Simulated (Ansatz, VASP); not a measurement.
**Two plane-wave programs on Ti**

```
Ti
1.0
     2.93841    0.00000    0.00000
    -1.46920    2.54474    0.00000
     0.00000    0.00000    4.65298
Ti
2
Direct
  0.33333 0.66667 0.25000
  0.66667 0.33333 0.75000
```

Alike in both runs: functional PBE; k mesh 13 × 13 × 7; occupations fermi-dirac, width 0.05 eV; no spin polarisation.

Ansatz relaxed the structure, and its values are those at the end. VASP's run is a single point on that final structure, the one shown.

```csv
,VASP,Ansatz
version,VASP 6.6.1,Ansatz 0.2.0
potentials or method,"VASP PAW PBE potentials, release 64 (Ti_sv)","PAW with Ansatz's default frozen-core files, scalar-relativistic"
plane-wave cutoff (eV),520,420
valence electrons in the cell,24,24
```

|  | VASP | Ansatz | Ansatz less VASP |
| --- | --- | --- | --- |
| pressure (GPa) | -0.2 | 0.0 | +0.25 |
